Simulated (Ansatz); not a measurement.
# SiNi3: from a guess to a relaxed structure

The task: take a trial cell of SiNi3 to zero force and stress.

Computed with Ansatz 0.2.0 (DFT PBE, scalar-relativistic, plane waves, PAW, unless a step's input says otherwise).

**1. The starting structure**

The structure is trigonal, space group R-3m (No. 166). Conventional cell: a = 4.556 Å, b = 4.556 Å, c = 7.359 Å, α = 90.00°, β = 90.00°, γ = 120.00°. Around Si (site symmetry -3m) lie 6 Ni at 1.80 Å. Ni (site symmetry 2/m) is surrounded by 2 Si at 1.80 Å.

Coordinates:

```cif
data_structure
_symmetry_space_group_name_H-M 'P 1'
_symmetry_Int_Tables_number 1
_cell_length_a 3.5966
_cell_length_b 3.5966
_cell_length_c 3.5966
_cell_angle_alpha 78.591
_cell_angle_beta 78.591
_cell_angle_gamma 78.591
_cell_volume 44.09
loop_
_atom_site_label
_atom_site_type_symbol
_atom_site_fract_x
_atom_site_fract_y
_atom_site_fract_z
_atom_site_occupancy
Si1 Si 0.00000 0.00000 0.00000 1
Ni1 Ni 0.00000 0.00000 0.50000 1
Ni2 Ni 0.50000 0.00000 0.00000 1
Ni3 Ni 0.00000 0.50000 0.00000 1
```

The cell is invented: random cell by space group and Wyckoff sites (R-3m, No. 166). The dimensions are guesses.

**2. The guess as it stands, on a coarse mesh**

Contents of input.yaml:

```yaml
crystal:
  lattice:
    - [2.27779399, 1.31508497, 2.4530725]
    - [-2.27779399, 1.31508497, 2.4530725]
    - [0.0, -2.63016995, 2.4530725]
  atoms:
    - { symbol: Si, position: [0.0, 0.0, 0.0] }
    - { symbol: Ni, position: [0.0, 0.0, 0.5], spin: -2.0 }
    - { symbol: Ni, position: [0.5, 0.0, 0.0], spin: 2.0 }
    - { symbol: Ni, position: [0.0, 0.5, 0.0], spin: -2.0 }
basis:
  ecutwfc: 420
kpoints:
  mp_grid: { grid: [6, 6, 6] }
hamiltonian:
  xc: pbe
scf:
  occupations: { method: gaussian, width: 0.1 }
  lower_state_search: "off"
output:
  forces: true
  stress: true
  eigenvalues: true
  populations: true
magnetization:
  spin_polarized: true
```

The run is started by

```bash
$ ansatz run input.yaml --threads 1 --pin off --max-ram 2560MiB --backend cpu --events-out ev --progress --plain --runs-dir out
```

The session goes on with these runs: a loose first relaxation; final relaxation.

Q: Predict the outcome of this session. Wanted: conventional cell; volume; energy over the elements; gap on the mesh.

**Answer**, as computed:

| quantity | value |
| --- | --- |
| symmetry at the end (tolerance 0.05 Å) | space group R-3m (No. 166) |
| conventional cell | a = 4.742 Å, b = 4.742 Å, c = 10.891 Å, α = 90.00°, β = 90.00°, γ = 120.00° |
| volume | 17.68 Å³/atom |
| energy over the elements | +0.53 eV/atom |
| gap on the mesh | none (metal) |

In words: The space group R-3m (No. 166) is kept, and the volume per atom grows by 60.4 % from the first guess. The formation energy is positive, so the separate elements lie lower. No finished test with a distortion of lower symmetry is shown, so the end may be a saddle point. A spin-polarised run here lost its starting moments, which speaks against magnetism, though one start doesn't rule it out. Other magnetic orders were not searched.
